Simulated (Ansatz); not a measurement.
# CaSe and its elements: a formation energy from the elements

Program: Ansatz 0.2.0, Python API.

`case_case.cif`
```cif
data_CaSe
_cell_length_a 4.180415
_cell_length_b 4.180415
_cell_length_c 4.180415
_cell_angle_alpha 60.00000
_cell_angle_beta 60.00000
_cell_angle_gamma 60.00000
_symmetry_space_group_name_H-M 'P 1'
_symmetry_Int_Tables_number 1
loop_
_symmetry_equiv_pos_as_xyz
'x, y, z'
loop_
_atom_site_label
_atom_site_type_symbol
_atom_site_fract_x
_atom_site_fract_y
_atom_site_fract_z
Ca1 Ca    0.000000    0.000000    0.000000
Se2 Se    0.500000    0.500000    0.500000
```

Input file `case_ca.xyz`:
```text
1
Lattice="0.0 2.7942 2.7942 2.7942 0.0 2.7942 2.7942 2.7942 0.0" Properties=species:S:1:pos:R:3 pbc="T T T"
Ca    0.00000000    0.00000000    0.00000000
```

The script reads `case_se.xyz`:
```text
3
Lattice="4.3662 0.0 0.0 -2.1831 3.78124012 0.0 0.0 0.0 4.9536" Properties=species:S:1:pos:R:3 pbc="T T T"
Se    0.98414148    0.00000000    1.65120000
Se   -0.49207074    0.85229152    3.30240000
Se    1.69102926    2.92894860    0.00000000
```

`run_formation.py`:
```python
"""Heat of formation of CaSe at zero temperature, after relaxing atoms and volume at fixed cell shape."""

from collections import Counter
import warnings

import ansatz as az
from ase.io import read
import numpy as np


def run_phase(name, crystal):
    calc = (
        crystal.calculation()
        .functional("pbe")
        .basis(420)
        .kpoints(spacing=0.14)
        .occupations("fermi_dirac", width=0.02)
        .stress()
    )
    calc = calc.relax(force_tolerance=0.01, fix_cell=["shape"])
    return calc.run()


def counts(outcome):
    return Counter(site.symbol for site in outcome.lattice.sites)

def formation_energy(outcome, mu):
    n = counts(outcome)
    return (outcome.report["energy_sigma0_ev"] - sum(k * mu[element] for element, k in n.items())) / sum(n.values())


def volume_per_atom(outcome):
    return abs(np.linalg.det(outcome.lattice.cell_ang)) / len(outcome.lattice.sites)

warnings.simplefilter("ignore", az.DeckWarning)

phases = {}
atoms = read("case_case.cif")
case = az.Crystal.from_ase(atoms)
phases["CaSe"] = case
ca = az.Crystal.from_extxyz("case_ca.xyz")
phases["Ca"] = ca
se = az.Crystal.from_extxyz("case_se.xyz")
phases["Se"] = se

done = {name: run_phase(name, crystal) for name, crystal in phases.items()}

# chemical potentials of the elements at zero temperature
references = {"Ca": "Ca", "Se": "Se"}
mu = {element: done[name].report["energy_sigma0_ev"] / len(done[name].lattice.sites) for element, name in references.items()}

target = done["CaSe"]
heat = formation_energy(target, mu)
n = counts(target)
print("cell content:", dict(n), " volume", round(volume_per_atom(target), 3), "A^3/atom")
print("formation energy", round(heat, 4), "eV/atom,", round(heat * sum(n.values()), 4), "eV per cell")
print("bound against the elements" if heat < 0 else "unbound against the elements")
```

```console
$ python run_formation.py
cell content: {<Element.CA: 'Ca'>: 1, <Element.SE: 'Se'>: 1}  volume 26.446 A^3/atom
formation energy -2.0321 eV/atom, -4.0642 eV per cell
bound against the elements
```

Atoms and volume are relaxed with the cell's shape held, which in cells of lower than cubic symmetry can hide stresses and shift volumes. Of the deposited cell: the entry's cell lengths or inner coordinates differ somewhat from later room-temperature determinations. The cells come from databases of deposited and of computed structures, and not all need be stable phases. The compound is the structure given, not necessarily its lowest; energies are at zero temperature, with no correction for gases. A semilocal functional's error on such energies is often 0.05 to 0.1 eV an atom, and 0.1 to 0.3 eV against gases such as O2 or F2. Wall time of the script: 2.5 min on 1 thread of Arm Neoverse V1, on a shared host, peak memory 0.68 GiB.
